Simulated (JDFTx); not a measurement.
# GaAs (F-43m) in JDFTx: a series of runs, part 2 of 2

JDFTx 1.7.0 (patched build).

## (6) Band structure, SCAN

File bands.in:

```
include GaAs.lattice
coords-type Lattice
include GaAs.ionpos

ion-species pseudo/As.upf
ion-species pseudo/Ga.upf
elec-cutoff 40 320
elec-ex-corr mgga-x-scan mgga-c-scan
elec-smearing Fermi 0.0018374661
elec-n-bands 15
electronic-minimize nIterations 30 energyDiffThreshold 1e-06
davidson-band-ratio 1.3
forces-output-coords Cartesian
include path.kpoints
symmetries none
fix-electron-density run.$VAR

dump-name bands.$VAR
dump End Ecomponents EigStats BandEigs Kpoints Forces
```

File GaAs.lattice:

```
lattice \
    0.0000000000     5.3419722954     5.3419722954 \
    5.3419722954     0.0000000000     5.3419722954 \
    5.3419722954     5.3419722954     0.0000000000
```

File GaAs.ionpos:

```
ion As     0.7500000000     0.7500000000     0.7500000000 1
ion Ga     0.0000000000     0.0000000000     0.0000000000 1
```

File path.kpoints:

```
kpoint +0.0000000000 +0.0000000000 +0.0000000000 0.020000000000
kpoint +0.0714285714 +0.0000000000 +0.0714285714 0.020000000000
kpoint +0.1428571429 +0.0000000000 +0.1428571429 0.020000000000
kpoint +0.2142857143 +0.0000000000 +0.2142857143 0.020000000000
kpoint +0.2857142857 +0.0000000000 +0.2857142857 0.020000000000
kpoint +0.3571428571 +0.0000000000 +0.3571428571 0.020000000000
kpoint +0.4285714286 +0.0000000000 +0.4285714286 0.020000000000
kpoint +0.5000000000 +0.0000000000 +0.5000000000 0.020000000000
kpoint +0.5000000000 +0.0833333333 +0.5833333333 0.020000000000
kpoint +0.5000000000 +0.1666666667 +0.6666666667 0.020000000000
kpoint +0.5000000000 +0.2500000000 +0.7500000000 0.020000000000
kpoint +0.4375000000 +0.3125000000 +0.7500000000 0.020000000000
kpoint +0.3750000000 +0.3750000000 +0.7500000000 0.020000000000
kpoint +0.3281250000 +0.3281250000 +0.6562500000 0.020000000000
kpoint +0.2812500000 +0.2812500000 +0.5625000000 0.020000000000
kpoint +0.2343750000 +0.2343750000 +0.4687500000 0.020000000000
kpoint +0.1875000000 +0.1875000000 +0.3750000000 0.020000000000
kpoint +0.1406250000 +0.1406250000 +0.2812500000 0.020000000000
kpoint +0.0937500000 +0.0937500000 +0.1875000000 0.020000000000
kpoint +0.0468750000 +0.0468750000 +0.0937500000 0.020000000000
kpoint +0.0000000000 +0.0000000000 +0.0000000000 0.020000000000
kpoint +0.0833333333 +0.0833333333 +0.0833333333 0.020000000000
kpoint +0.1666666667 +0.1666666667 +0.1666666667 0.020000000000
kpoint +0.2500000000 +0.2500000000 +0.2500000000 0.020000000000
kpoint +0.3333333333 +0.3333333333 +0.3333333333 0.020000000000
kpoint +0.4166666667 +0.4166666667 +0.4166666667 0.020000000000
kpoint +0.5000000000 +0.5000000000 +0.5000000000 0.020000000000
kpoint +0.5250000000 +0.4500000000 +0.5250000000 0.020000000000
kpoint +0.5500000000 +0.4000000000 +0.5500000000 0.020000000000
kpoint +0.5750000000 +0.3500000000 +0.5750000000 0.020000000000
kpoint +0.6000000000 +0.3000000000 +0.6000000000 0.020000000000
kpoint +0.6250000000 +0.2500000000 +0.6250000000 0.020000000000
kpoint +0.5625000000 +0.2500000000 +0.6875000000 0.020000000000
kpoint +0.5000000000 +0.2500000000 +0.7500000000 0.020000000000
kpoint +0.5000000000 +0.2916666667 +0.7083333333 0.020000000000
kpoint +0.5000000000 +0.3333333333 +0.6666666667 0.020000000000
kpoint +0.5000000000 +0.3750000000 +0.6250000000 0.020000000000
kpoint +0.5000000000 +0.4166666667 +0.5833333333 0.020000000000
kpoint +0.5000000000 +0.4583333333 +0.5416666667 0.020000000000
kpoint +0.5000000000 +0.5000000000 +0.5000000000 0.020000000000
kpoint +0.4791666667 +0.4791666667 +0.5416666667 0.020000000000
kpoint +0.4583333333 +0.4583333333 +0.5833333333 0.020000000000
kpoint +0.4375000000 +0.4375000000 +0.6250000000 0.020000000000
kpoint +0.4166666667 +0.4166666667 +0.6666666667 0.020000000000
kpoint +0.3958333333 +0.3958333333 +0.7083333333 0.020000000000
kpoint +0.3750000000 +0.3750000000 +0.7500000000 0.020000000000
kpoint +0.6250000000 +0.2500000000 +0.6250000000 0.020000000000
kpoint +0.5833333333 +0.1666666667 +0.5833333333 0.020000000000
kpoint +0.5416666667 +0.0833333333 +0.5416666667 0.020000000000
kpoint +0.5000000000 +0.0000000000 +0.5000000000 0.020000000000
```

Potentials or basis: SG15-PBE-1.2.

Command:

```bash
$ jdftx -c 1 -i bands.in -o bands.out
```

What it wrote:

```text
*************** JDFTx 1.7.0 (patched build) ***************

Input parsed successfully to the following command list (including defaults):
[... the input with its defaults ...]

---------- Initializing the Grid ----------
R =
[            0      5.34197      5.34197  ]
[      5.34197            0      5.34197  ]
[      5.34197      5.34197            0  ]
unit cell volume = 304.884
G =
[  -0.588096   0.588096   0.588096  ]
[   0.588096  -0.588096   0.588096  ]
[   0.588096   0.588096  -0.588096  ]
Minimum fftbox size, Smin = [  64  64  64  ]
Chosen fftbox size, S = [  64  64  64  ]

---------- Initializing tighter grid for wavefunction operations ----------
R =
[            0      5.34197      5.34197  ]
[      5.34197            0      5.34197  ]
[      5.34197      5.34197            0  ]
unit cell volume = 304.884
G =
[  -0.588096   0.588096   0.588096  ]
[   0.588096  -0.588096   0.588096  ]
[   0.588096   0.588096  -0.588096  ]
[... 35 lines left out ...]
---------- Setting up ewald sum ----------
Optimum gaussian width for ewald sums = 2.426231 bohr.
Real space sum over 1331 unit cells with max indices [  5  5  5  ]
Reciprocal space sum over 2197 terms with max indices [  6  6  6  ]

---------- Allocating electronic variables ----------
Reading n from file 'run.n' ... done
Reading tau from file 'run.tau' ... done
Initializing wave functions:  (No orbitals for LCAO)  bandwidth-limited random numbers

----------- Band structure minimization -------------
Minimization will be done independently for each quantum number.

---- Minimization of quantum number:     0  [ +0.0000000 +0.0000000 +0.0000000 ]  0.040000000 ----
BandDavidson: Iter:   0  Eband: +0.301058984844013
BandDavidson: Iter:   1  Eband: +0.257646453381152  dEband: -4.341253e-02
BandDavidson: Iter:   2  Eband: +0.226384972664848  dEband: -3.126148e-02
BandDavidson: Iter:   3  Eband: +0.162488891043934  dEband: -6.389608e-02
[... 835 lines of inner loops ...]
BandDavidson: Iter:  12  Eband: +0.087964096886952  dEband: -2.088998e-06
BandDavidson: Iter:  13  Eband: +0.087963581719920  dEband: -5.151670e-07
BandDavidson: Converged (dEband<1.000000e-06)
	FillingsUpdate:  mu: +0.267494243  nElectrons: 18.000000
WARNING: these k-points are no uniform mesh, so that mu and the fillings of partly filled bands are only those of these points: take mu from the calculation that made the density or potential.

Dumping 'bands.eigStats' ...
	eMin: -0.276534 at state 7 ( [ +0.500000 +0.000000 +0.500000 ] spin 0 )
	HOMO: +0.258275 at state 20 ( [ +0.000000 +0.000000 +0.000000 ] spin 0 )
	mu  : +0.267494
	LUMO: +0.274472 at state 0 ( [ +0.000000 +0.000000 +0.000000 ] spin 0 )
	eMax: +0.765670 at state 49 ( [ +0.500000 +0.000000 +0.500000 ] spin 0 )
	HOMO-LUMO gap: +0.016197
	Optical gap  : +0.016197 at state 20 ( [ +0.000000 +0.000000 +0.000000 ] spin 0 )
Done!
[note: mu, HOMO and LUMO in a band run belong to the points of the path alone and aren't those of the crystal]
```

Run time: 91 s. Hardware: 1 thread of Intel Xeon 6975P-C (Granite Rapids), shared host; peak memory 0.12 GiB.

Results:

```
Band gap along the path : 0.44 eV, direct
```

Levels at the corners of the path, in eV from the valence-band top:
| point | band 5 | band 6 | band 7 | band 8 | band 9 | band 10 | band 11 | band 12 | band 13 |
| --- | --- | --- | --- | --- | --- | --- | --- | --- | --- |
| Γ | -14.28 | -13.44 | 0.00 | 0.00 | 0.00 | 0.44 | 3.80 | 3.80 | 3.80 |
| X | -14.26 | -10.74 | -7.27 | -2.86 | -2.86 | 1.62 | 1.78 | 10.58 | 10.58 |
| W | -14.28 | -10.68 | -7.09 | -3.71 | -3.53 | 4.82 | 5.06 | 5.61 | 6.34 |
| K | -14.27 | -10.78 | -7.08 | -4.05 | -2.42 | 2.10 | 4.88 | 8.28 | 8.41 |
| Γ | -14.28 | -13.44 | 0.00 | 0.00 | 0.00 | 0.44 | 3.80 | 3.80 | 3.80 |
| L | -14.27 | -11.52 | -7.03 | -1.24 | -1.24 | 1.00 | 4.85 | 4.85 | 8.22 |
| U | -14.27 | -10.78 | -7.08 | -4.05 | -2.42 | 2.10 | 4.88 | 8.28 | 8.41 |
| W | -14.28 | -10.68 | -7.09 | -3.71 | -3.53 | 4.82 | 5.06 | 5.61 | 6.34 |
| L | -14.27 | -11.52 | -7.03 | -1.24 | -1.24 | 1.00 | 4.85 | 4.85 | 8.22 |
| K | -14.27 | -10.78 | -7.08 | -4.05 | -2.42 | 2.10 | 4.88 | 8.28 | 8.41 |
| U | -14.27 | -10.78 | -7.08 | -4.05 | -2.42 | 2.10 | 4.88 | 8.28 | 8.41 |
| X | -14.26 | -10.74 | -7.27 | -2.86 | -2.86 | 1.62 | 1.78 | 10.58 | 10.58 |

## (7) Band structure, BJ06

bands.in: that of step 6 with these lines changed.

```diff
@@ -1,4 +1,8 @@
-include GaAs.lattice
+lattice \
+    0.0000000000     5.3419722954     5.3419722954 \
+    5.3419722954     0.0000000000     5.3419722954 \
+    5.3419722954     5.3419722954     0.0000000000
 coords-type Lattice
-include GaAs.ionpos
+ion As     0.7500000000     0.7500000000     0.7500000000 1
+ion Ga     0.0000000000     0.0000000000     0.0000000000 1
 
@@ -7,3 +11,3 @@
 elec-cutoff 40 320
-elec-ex-corr mgga-x-scan mgga-c-scan
+elec-ex-corr mgga-x-bj06 lda-c-pw
 elec-smearing Fermi 0.0018374661
```

path.kpoints is that of step 6.

Potentials or basis: SG15-PBE-1.2.

Command:

```bash
$ jdftx -c 1 -i bands.in -o bands.out
```

What it wrote:

```text
*************** JDFTx 1.7.0 (patched build) ***************

Input parsed successfully to the following command list (including defaults):
[... the input with its defaults ...]

---------- Initializing the Grid ----------
R =
[            0      5.34197      5.34197  ]
[      5.34197            0      5.34197  ]
[      5.34197      5.34197            0  ]
unit cell volume = 304.884
G =
[  -0.588096   0.588096   0.588096  ]
[   0.588096  -0.588096   0.588096  ]
[   0.588096   0.588096  -0.588096  ]
Minimum fftbox size, Smin = [  64  64  64  ]
Chosen fftbox size, S = [  64  64  64  ]

---------- Initializing tighter grid for wavefunction operations ----------
R =
[            0      5.34197      5.34197  ]
[      5.34197            0      5.34197  ]
[      5.34197      5.34197            0  ]
unit cell volume = 304.884
G =
[  -0.588096   0.588096   0.588096  ]
[   0.588096  -0.588096   0.588096  ]
[   0.588096   0.588096  -0.588096  ]
Minimum fftbox size, Smin = [  44  44  44  ]
Chosen fftbox size, S = [  48  48  48  ]

---------- Exchange Correlation functional ----------
Initialized LibXC exchange functional 'Becke & Johnson 06'
Initialized LibXC correlation functional 'Perdew & Wang'

---------- Setting up pseudopotentials ----------
Width of ionic core gaussian charges (only for fluid interactions / plotting) set to 0

Reading pseudopotential file 'pseudo/As.upf':
  'As' pseudopotential, 'PBE' functional
  Generated using ONCVPSP code by D. R. Hamann
  5 valence electrons, 0 orbitals, 6 projectors, 602 radial grid points, with lMax = 2
  Core radius for overlap checks: 2.53 bohrs.

Reading pseudopotential file 'pseudo/Ga.upf':
  'Ga' pseudopotential, 'PBE' functional
  Generated using ONCVPSP code by D. R. Hamann
  13 valence electrons, 0 orbitals, 6 projectors, 602 radial grid points, with lMax = 2
  Core radius for overlap checks: 2.11 bohrs.

Initialized 2 species with 2 total atoms.

Folded 50 k-points by 1x1x1 to 50 k-points.

---------- Setting up k-points, bands, fillings ----------
No reducable k-points.
Computing the number of bands and number of electrons
Calculating initial fillings.
nElectrons:  18.000000   nBands: 15   nStates: 50

----- Setting up reduced wavefunction bases (one per k-point) -----
average nbasis = 3688.620 , ideal nbasis = 3683.994

---------- Setting up ewald sum ----------
Optimum gaussian width for ewald sums = 2.426231 bohr.
Real space sum over 1331 unit cells with max indices [  5  5  5  ]
Reciprocal space sum over 2197 terms with max indices [  6  6  6  ]

---------- Allocating electronic variables ----------
Reading n from file 'run.n' ... done
Reading tau from file 'run.tau' ... done
Initializing wave functions:  (No orbitals for LCAO)  bandwidth-limited random numbers

----------- Band structure minimization -------------
Minimization will be done independently for each quantum number.

---- Minimization of quantum number:     0  [ +0.0000000 +0.0000000 +0.0000000 ]  0.040000000 ----
BandDavidson: Iter:   0  Eband: +0.292594131232447
BandDavidson: Iter:   1  Eband: +0.248153224108903  dEband: -4.444091e-02
BandDavidson: Iter:   2  Eband: +0.222770830276100  dEband: -2.538239e-02
BandDavidson: Iter:   3  Eband: +0.166761682499082  dEband: -5.600915e-02
[... 843 lines of inner loops ...]
BandDavidson: Iter:  12  Eband: +0.099813455602457  dEband: -2.351480e-06
BandDavidson: Iter:  13  Eband: +0.099812853152259  dEband: -6.024502e-07
BandDavidson: Converged (dEband<1.000000e-06)
	FillingsUpdate:  mu: +0.260273935  nElectrons: 18.000000
WARNING: these k-points are no uniform mesh, so that mu and the fillings of partly filled bands are only those of these points: take mu from the calculation that made the density or potential.

Dumping 'bands.eigStats' ...
	eMin: -0.219509 at state 0 ( [ +0.000000 +0.000000 +0.000000 ] spin 0 )
	HOMO: +0.253045 at state 20 ( [ +0.000000 +0.000000 +0.000000 ] spin 0 )
	mu  : +0.260274
	LUMO: +0.265213 at state 0 ( [ +0.000000 +0.000000 +0.000000 ] spin 0 )
	eMax: +0.737901 at state 49 ( [ +0.500000 +0.000000 +0.500000 ] spin 0 )
	HOMO-LUMO gap: +0.012168
	Optical gap  : +0.012168 at state 20 ( [ +0.000000 +0.000000 +0.000000 ] spin 0 )
Done!
[note: mu, HOMO and LUMO in a band run belong to the points of the path alone and aren't those of the crystal]
[note: this functional has no energy, so the totals, forces and stress in the log carry no meaning]
```

Run time: 1.7 min. Hardware: 1 thread of Intel Xeon 6975P-C (Granite Rapids), shared host; peak memory 0.12 GiB.

What came out:

- Band gap along the path: 0.33 eV, direct

Levels at the corners of the path, in eV from the valence-band top:
```tsv
point	band 5	band 6	band 7	band 8	band 9	band 10	band 11	band 12	band 13
Γ	-11.92	-11.92	0.00	0.00	0.00	0.33	3.50	3.50	3.50
X	-11.90	-9.88	-7.18	-2.83	-2.83	1.56	1.68	10.08	10.08
W	-11.92	-9.78	-7.04	-3.59	-3.49	4.54	4.93	5.28	6.00
K	-11.91	-9.90	-7.01	-3.95	-2.40	1.99	4.65	7.86	7.99
Γ	-11.92	-11.92	0.00	0.00	0.00	0.33	3.50	3.50	3.50
L	-11.92	-10.62	-6.90	-1.25	-1.25	0.88	4.59	4.59	7.99
U	-11.91	-9.90	-7.01	-3.95	-2.40	1.99	4.65	7.86	7.99
W	-11.92	-9.78	-7.04	-3.59	-3.49	4.54	4.93	5.28	6.00
L	-11.92	-10.62	-6.90	-1.25	-1.25	0.88	4.59	4.59	7.99
K	-11.91	-9.90	-7.01	-3.95	-2.40	1.99	4.65	7.86	7.99
U	-11.91	-9.90	-7.01	-3.95	-2.40	1.99	4.65	7.86	7.99
X	-11.90	-9.88	-7.18	-2.83	-2.83	1.56	1.68	10.08	10.08
```

Caveat: the k mesh is coarse (spacing up to 0.64 Å⁻¹), so the values aren't converged; a model potential gives levels but no total energy.

## (8) How close it comes

Step 3. Measured gap of GaAs: 1.412 eV (direct; 300 K; “Evidence of valence band perturbations in GaAsN/GaAs(001): A combined variable-angle spectroscopic ellipsometry and modulated photoreflectance investigation”, 2008, arxiv:0805.2212). This calculation gives 0.28 eV (-1.13 eV). So large a miss can be the level of theory's own, or it may mean another phase, state or a wrong row. 3 values of this kind are on record (1.412 to 1.51 eV); this one was drawn at random among those near their median, those with a stated uncertainty first. Spin-orbit coupling on As, Ga is left out. The value is that of LDA, without temperature or zero-point motion. Semilocal functionals fall short of measured gaps as a rule.

Step 4. A measured gap of GaAs is 1.412 eV (direct; 300 K; “Evidence of valence band perturbations in GaAsN/GaAs(001): A combined variable-angle spectroscopic ellipsometry and modulated photoreflectance investigation”, 2008, arxiv:0805.2212); the calculated 0.52 eV misses it by -0.90 eV. 3 values of this kind are on record (1.412 to 1.51 eV); this one was drawn at random among those near their median, those with a stated uncertainty first. Spin-orbit coupling on As, Ga is left out. The value is that of PBE, without temperature or zero-point motion. Semilocal functionals fall short of measured gaps as a rule.

Step 5. Against the measured gap of GaAs, 1.412 eV (direct; 300 K; “Evidence of valence band perturbations in GaAsN/GaAs(001): A combined variable-angle spectroscopic ellipsometry and modulated photoreflectance investigation”, 2008, arxiv:0805.2212), the calculated 0.44 eV is off by -0.97 eV. 3 values of this kind are on record (1.412 to 1.51 eV); this one was drawn at random among those near their median, those with a stated uncertainty first. Spin-orbit coupling on As, Ga is left out. The value is that of PBEsol, without temperature or zero-point motion. Semilocal functionals fall short of measured gaps as a rule.

Step 6. Against the measured gap of GaAs, 1.412 eV (direct; 300 K; “Evidence of valence band perturbations in GaAsN/GaAs(001): A combined variable-angle spectroscopic ellipsometry and modulated photoreflectance investigation”, 2008, arxiv:0805.2212), the calculated 0.44 eV is off by -0.97 eV. 3 values of this kind are on record (1.412 to 1.51 eV); this one was drawn at random among those near their median, those with a stated uncertainty first. Spin-orbit coupling on As, Ga is left out. The value is that of SCAN, without temperature or zero-point motion.
